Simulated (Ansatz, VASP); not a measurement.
One calculation of ZnO, two programs

INCAR

```
SYSTEM = ZnO
PREC = Accurate
ENCUT = 520
EDIFF = 1E-6
ISMEAR = 0
SIGMA = 0.1
LREAL = .FALSE.
LASPH = .TRUE.
NELM = 100
ALGO = Normal
ISIF = 2
LWAVE = .FALSE.
LCHARG = .TRUE.
GGA = PE
LELF = .TRUE.
LVHAR = .TRUE.
NBANDS = 16
```

The input KPOINTS:

```
regular mesh
0
G
  6 6 6
  0 0 0
```

POSCAR

```
ZnO
1.0
    2.8490538000      0.0000000000      0.0000000000
   -1.4245269000      2.4673529700      0.0000000000
    0.0000000000      0.0000000000      3.4493416100
Zn O
1 1
Direct
    0.0000000000      0.0000000000      0.0000000000
    0.0000000000      0.0000000000      0.5000000000
```

Input for Ansatz:

```yaml
crystal:
  lattice:
    - [2.8490538, 0.0, 0.0]
    - [-1.4245269, 2.46735297, 0.0]
    - [0.0, 0.0, 3.44934161]
  atoms:
    - { symbol: Zn, position: [0.0, 0.0, 0.0] }
    - { symbol: O, position: [0.0, 0.0, 0.5] }
basis:
  ecutwfc: 420
kpoints:
  mp_grid: { grid: [6, 6, 6] }
hamiltonian:
  xc: pbe
scf:
  occupations: { method: gaussian, width: 0.1 }
  lower_state_search: "off"
output:
  forces: true
  stress: true
  eigenvalues: true
```

Alike in both runs: task single point; functional PBE; k mesh 6 × 6 × 6; occupations gaussian, width 0.1 eV; no spin polarisation.

|  | VASP | Ansatz |
| --- | --- | --- |
| version | VASP 6.6.1 | Ansatz 0.2.0 |
| potentials or method | VASP PAW PBE potentials, release 64 (Zn, O) | scalar-relativistic, plane waves, PAW |
| plane-wave cutoff (eV) | 520 | 420 |
| valence electrons in the cell | 18 | 18 |

Ansatz gave:

| Quantity | Value |
| --- | --- |
| gap on the k mesh at the Fermi level (eV) | none |
| pressure (GPa) | 17.0 |
| largest component of the traceless stress (GPa) | 10.16 |

**Question.** Estimate VASP's values.

**Answer.** gap on the k mesh at the Fermi level (eV): none; pressure (GPa): 18.6; largest component of the traceless stress (GPa): 7.12.

A gap of «none» marks a metal or a gap that the smearing closes.

Caveats: the k mesh is coarse (spacing up to 0.42 Å⁻¹), so the values aren't converged; so large a pressure means that the cell lies far from this level's equilibrium, or that cutoff or potentials fall short (VASP).
